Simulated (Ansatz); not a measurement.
In in Ansatz: the effect of functional

In:

```
CELL_PARAMETERS angstrom
-1.88253 1.88253 1.88253
1.88253 -1.88253 1.88253
1.88253 1.88253 -1.88253
ATOMIC_POSITIONS crystal
In 0.00000 0.00000 0.00000
```

This isn't the form of In at room conditions, which is tetragonal.

Alike in all runs:

```yaml
Program: Ansatz 0.2.0
Task: projected density of states
Potentials_or_basis: Ansatz PAW
k_mesh: 6 × 6 × 6
Occupations: fermi-dirac, width 0.05 eV
Spin: no spin polarisation
```

Question: One run gave: pressure -3.7 GPa. Which functional did it use?
A. r2SCAN
B. PBE0
C. LDA
D. PBEsol
E. r2SCAN0

Answer: C.

```tsv
functional	cutoff	pressure (GPa)
LDA	420 eV (not typed: the program's choice for these potentials)	-3.7
PBEsol	420 eV (not typed: the program's choice for these potentials)	-2.2
r2SCAN	500 eV (not typed: the program's choice for these potentials)	-0.9
HSE06	420 eV (not typed: the program's choice for these potentials)	-0.4
PBE0	420 eV (not typed: the program's choice for these potentials)	-0.6
r2SCAN0	500 eV (not typed: the program's choice for these potentials)	-1.5
```

Caveats: all runs use coarse meshes; the PAW data sets come from PBE, with cores solved anew for the run's functional, which leaves a small shift of forces and pressure; the density of states is complete only up to the lowest level of the last band computed; the thresholds are loose for stress (some runs).
